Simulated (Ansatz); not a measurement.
## MoS2 under pressure

Method: Ansatz, DFT PBE+D3(BJ), scalar-relativistic, plane waves, PAW. (420 eV cutoff, 12×12×4 k-mesh, Gaussian smearing of 0.02 eV, no spin polarisation)

Starting point, cell and atoms relaxed:

```yaml
crystal:
  lattice:
    - [3.14953, 0.00000, 0.00000]
    - [-1.57476, 2.72757, 0.00000]
    - [0.00000, 0.00000, 6.64748]
  atoms:
    - { symbol: Mo, position: [0.00000, 0.00000, 0.00000] }
    - { symbol: S, position: [0.33333, 0.66667, 0.23569] }
    - { symbol: S, position: [0.33333, 0.66667, 0.76431] }
```

Cell and atoms are relaxed at each pressure within the symmetry of the start, at zero temperature, so transitions that lower the symmetry aren't seen. The k-mesh given is that at zero pressure and may differ at others. a, b and c are the lengths of the cell vectors above. ΔH is E + PV over the energy at zero pressure. Gaps are Kohn–Sham gaps over the whole zone.

```csv
P (GPa),V (Å³/atom),V/V0,a (Å),b (Å),c (Å),ΔH (eV/atom),gap (eV)
0,19.04,1.000,3.150,3.150,6.647,0.000,1.20
3,18.01,0.946,3.120,3.120,6.408,0.346,1.00
8,17.03,0.895,3.080,3.080,6.219,0.891,0.79
15,16.11,0.846,3.031,3.031,6.073,1.614,0.58
30,14.79,0.777,2.948,2.948,5.897,3.056,0.27
60,13.16,0.692,2.827,2.827,5.705,5.661,metal
```

This form isn't the usual stable structure of the compound.